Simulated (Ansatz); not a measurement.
Take a crystal in which Ca has been replaced by Be on all its sites, with the cell rescaled by a rough guess (in some cases also distorted within its space group) and nothing relaxed:

```yaml
crystal:
  lattice:
    - [-2.54473, 2.86111, 2.39957]
    - [2.54473, -2.86111, 2.39957]
    - [2.54473, 2.86111, -2.39957]
  atoms:
    - { symbol: Be, position: [0.17786, 0.67391, 0.85177] }
    - { symbol: Be, position: [0.82214, 0.32609, 0.14823] }
    - { symbol: Be, position: [0.67786, 0.82609, 0.50394] }
    - { symbol: Be, position: [0.32214, 0.17391, 0.49606] }
```

Level of theory: Ansatz, DFT PBE, scalar-relativistic, plane waves, PAW.

Cutoff 420 eV; k points 12×12×12 on the computed 4-atom cell (Γ-centred); Gaussian smearing, width 0.10 eV; no spin polarisation.

(1) What pressure does the cell carry?

(2) Is it a metal on this mesh?

## Answers

(1) The pressure is -22.0 GPa (positive in compression), so the cell would contract.

(2) Yes, a band crosses the Fermi level.

This form isn't the element's structure at ambient conditions.